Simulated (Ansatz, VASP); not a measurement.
**Sb: VASP beside Ansatz**

The input INCAR:

```
SYSTEM = Sb
PREC = Accurate ; ENCUT = 520
EDIFF = 1E-6 ; ISMEAR = -1
SIGMA = 0.05 ; LREAL = .FALSE.
LASPH = .TRUE. ; NELM = 60
ALGO = Normal ; ISIF = 2
LWAVE = .FALSE. ; LCHARG = .FALSE.
GGA = PS ; NBANDS = 8
```

File KPOINTS:

```
Automatic mesh
0
G
  19 19 19
  0 0 0
```

POSCAR

```
Sb
1.0
   -1.5050000000      1.5050000000      2.4056000000
    1.5050000000     -1.5050000000      2.4056000000
    1.5050000000      1.5050000000     -2.4056000000
Sb
1
Direct
    0.0000000000      0.0000000000      0.0000000000
```

Input for Ansatz:

```yaml
crystal:
  lattice:
    - [-1.505, 1.505, 2.4056]
    - [1.505, -1.505, 2.4056]
    - [1.505, 1.505, -2.4056]
  atoms:
    - { symbol: Sb, position: [0.0, 0.0, 0.0] }
kpoints:
  mp_grid: { grid: [19, 19, 19] }
  band_path:
    path:
      - [0.0, 0.0, 0.0]
      - [0.0, 0.0, 0.5]
      - [0.25, 0.25, 0.25]
      - [0.0, 0.5, 0.0]
      - [0.0, 0.0, 0.0]
      - [0.5, 0.5, -0.5]
      - [0.347851205, 0.652148795, -0.347851205]
      - [-0.347851205, 0.347851205, 0.347851205]
      - [0.0, 0.0, 0.0]
    npoints: 5
scf:
  occupations: { method: fermi_dirac, width: 0.05 }
hamiltonian:
  xc: pbesol
  pseudopotentials: { kind: all_electron, lapw: { basis_error: 0.00025 } }
output:
  forces: true
  stress: true
  eigenvalues: true
```

Change from the starting cell: zz strain of -3 %.

Alike in both runs: task single point; functional PBEsol; k mesh 19 × 19 × 19; occupations fermi-dirac, width 0.05 eV; no spin polarisation.

```csv
,VASP,Ansatz
version,VASP 6.6.1,Ansatz 0.2.0
potentials or method,"VASP PAW PBE potentials, release 64 (Sb)","all-electron LAPW, scalar-relativistic"
plane-wave cutoff (eV),520,see its input
```

```csv
,VASP,Ansatz,Ansatz less VASP
pressure (GPa),19.3,19.1,-0.26
largest component of the traceless stress (GPa),0.18,0.08,-0.096
```

Ansatz ran all-electron here, so the differences hold the error of VASP's frozen core and of both bases.

Caveats: so large a pressure means that the cell lies far from this level's equilibrium, or that cutoff or potentials fall short (VASP); the potentials were made for another functional, which shifts forces and pressure (VASP). The runs have no spin-orbit coupling, so splittings on Sb are missing.
